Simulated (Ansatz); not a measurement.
AlNi3: do energies and stresses tell the same story?

Method: DFT PBEsol, scalar-relativistic, plane waves, PAW (Ansatz).

Settings: cutoff 420 eV, Γ-centred mesh 12×12×12 on the computed 4-atom cell, Gaussian smearing of 0.10 eV; collinear spin from starting moments 0 0.28 0.28 0.28 μB.

Relaxed cell: Pm-3m, a = 3.519 Å, b = 3.519 Å, c = 3.519 Å, α = 90.00°, β = 90.00°, γ = 90.00°, 4 atoms in the primitive cell. Whether it is the stable form of this composition wasn't checked.

Energies at zero smearing and pressures from the stress tensor, at volumes with shape and atoms relaxed:
| V (Å³/atom) | E − E(first) (meV/atom) | P (GPa) |
| --- | --- | --- |
| 10.241 | 0.00 | 14.50 |
| 10.568 | -21.40 | 6.65 |
| 10.895 | -28.01 | 0.00 |
| 11.222 | -22.11 | -5.62 |
| 11.549 | -5.62 | -10.38 |

**Question.** Check P = −dE/dV between neighbouring volumes, and get the bulk modulus from the pressures alone.

**Answer.** With 1 eV/Å³ = 160.2 GPa:
| middle V (Å³/atom) | −ΔE/ΔV (GPa) | mean P (GPa) |
| --- | --- | --- |
| 10.405 | 10.491 | 10.578 |
| 10.732 | 3.241 | 3.327 |
| 11.059 | -2.893 | -2.810 |
| 11.385 | -8.084 | -8.003 |

The two differ by 0.09 GPa at most. The mean of two end pressures misses the average over a step by about ΔV² P″/12, up to 0.11 GPa here; with that taken off 0.02 GPa remains. Around V = 10.895 Å³/atom, the two neighbours give B = −V ΔP/ΔV = 10.895 × 12.27 / 0.654 = 204.6 GPa, against B0 = 203.9 GPa from the Birch–Murnaghan fit of the energies.

Only this magnetic start was tried.